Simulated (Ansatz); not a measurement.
Crystal: PbS.

```
CELL_PARAMETERS angstrom
3.65366 0.00000 0.00000
0.00000 3.65366 0.00000
0.00000 0.00000 3.65366
ATOMIC_POSITIONS crystal
Pb 0.00000 0.00000 0.00000
S 0.50000 0.50000 0.50000
```

Measurements of this composition are mostly on another form, of space group No. 225.

| Item | Value |
| --- | --- |
| Program | Ansatz 0.2.0 |
| Task | relaxation of cell and atoms |
| Functional | LDA |
| Potentials or basis | Ansatz PAW |
| Cutoff | 420 eV (not typed: the program's choice for these potentials) |
| k mesh | 7 × 7 × 7 |
| Occupations | fermi-dirac, width 0.05 eV |
| Spin | no spin polarisation |

At the start: volume 24.39 Å³/atom.

Task: Where does the relaxation end?

Result: It ends after 5 steps and the volume is 22.18 Å³/atom (-9.0 %); space group Pm-3m (No. 221, to 0.05 Å).

The path:
| step | energy change (eV) | largest force (eV/Å) | volume (Å³) |
| --- | --- | --- | --- |
| 1 | 0.0000 | 0.0000 | 48.77 |
| 2 | -0.0741 | 0.0000 | 43.12 |
| 3 | -0.0818 | 0.0000 | 44.65 |
| 4 | -0.0823 | 0.0000 | 44.37 |
| 5 | -0.0819 | 0.0000 | 44.37 |

Final structure:
```cif
data_structure
_symmetry_space_group_name_H-M 'P 1'
_symmetry_Int_Tables_number 1
_cell_length_a 3.5401
_cell_length_b 3.5401
_cell_length_c 3.5401
_cell_angle_alpha 90.000
_cell_angle_beta 90.000
_cell_angle_gamma 90.000
_cell_volume 44.37
loop_
_atom_site_label
_atom_site_type_symbol
_atom_site_fract_x
_atom_site_fract_y
_atom_site_fract_z
_atom_site_occupancy
Pb1 Pb 0.00000 0.00000 0.00000 1
S1 S 0.50000 0.50000 0.50000 1
```

Caveat: the plane-wave basis is chosen anew once the cell has moved, so the energies of steps on either side of that aren't comparable; the PAW data sets come from PBE, with cores solved anew for the run's functional, which leaves a small shift of forces and pressure.
